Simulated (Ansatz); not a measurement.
SiGe: band structure with r2SCAN

SiGe:

```
Ge Si
1.0
     3.90445    0.00000    0.00000
    -1.95223    3.38135    0.00000
     0.00000    0.00000    6.45078
Ge Si
2 2
Cartesian
  0.0000 2.2542 0.0025
  1.9522 1.1271 3.2279
  0.0000 2.2542 2.4165
  1.9522 1.1271 5.6419
```

The cell comes from a database or a generator and needn't be the stable form of this composition.

```
Program                             : Ansatz 0.2.0
Task                                : band structure
Functional                          : r2SCAN
Potentials or basis                 : Ansatz PAW
Cutoff                              : 500 eV (not typed: the program's choice for these potentials)
k mesh                              : 8 × 8 × 4
Occupations                         : fermi-dirac, width 0.05 eV
Spin                                : no spin polarisation
Path                                : [["G", "M", "K", "G", "A", "L", "H", "A"], ["L", "M"], ["K", "H"]]
Points for each segment of the path : 14
```

| Quantity | Value |
| --- | --- |
| Pressure | 0.0 GPa |
| Largest force | 0.016 eV/Å |
| Band gap on the k mesh | 0.66 eV, indirect (least direct gap 0.78 eV) |
| Band gap along the path | 0.66 eV, indirect (least direct gap 0.78 eV) |

Forces on the atoms (eV/Å):
```
Ge   0.000  0.000  0.016
Ge   0.000  0.000  0.016
Si   0.000  0.000 -0.016
Si   0.000  0.000 -0.016
```

Levels at the corners of the path, in eV from the valence-band top:
| point | band 15 | band 16 | band 17 | band 18 | band 19 | band 20 | band 21 | band 22 |
| --- | --- | --- | --- | --- | --- | --- | --- | --- |
| Γ | -1.66 | -0.32 | 0.00 | 0.00 | 0.78 | 1.94 | 2.24 | 2.24 |
| M | -4.91 | -3.32 | -3.08 | -1.61 | 0.66 | 2.34 | 3.55 | 3.61 |
| K | -5.40 | -3.76 | -3.76 | -3.51 | 1.27 | 5.23 | 5.23 | 5.97 |
| Γ | -1.66 | -0.32 | 0.00 | 0.00 | 0.78 | 1.94 | 2.24 | 2.24 |
| A | -1.01 | -1.01 | -1.01 | -1.01 | 1.59 | 1.59 | 3.34 | 3.34 |
| L | -2.70 | -2.70 | -2.63 | -2.63 | 0.94 | 0.94 | 2.11 | 2.11 |
| H | -4.66 | -4.66 | -2.21 | -2.21 | 1.69 | 1.69 | 4.10 | 4.10 |
| A | -1.01 | -1.01 | -1.01 | -1.01 | 1.59 | 1.59 | 3.34 | 3.34 |
| L | -2.70 | -2.70 | -2.63 | -2.63 | 0.94 | 0.94 | 2.11 | 2.11 |
| M | -4.91 | -3.32 | -3.08 | -1.61 | 0.66 | 2.34 | 3.55 | 3.61 |
| K | -5.40 | -3.76 | -3.76 | -3.51 | 1.27 | 5.23 | 5.23 | 5.97 |
| H | -4.66 | -4.66 | -2.21 | -2.21 | 1.69 | 1.69 | 4.10 | 4.10 |

Run time: 34 s on 2 threads of Arm Neoverse N1, on a shared host, peak memory 0.55 GiB.

Caveat: the PAW data sets come from PBE, with cores solved anew for the run's functional, which leaves a small shift of forces and pressure. r2SCAN opens gaps a little over a GGA but as a rule still falls short of measured ones.
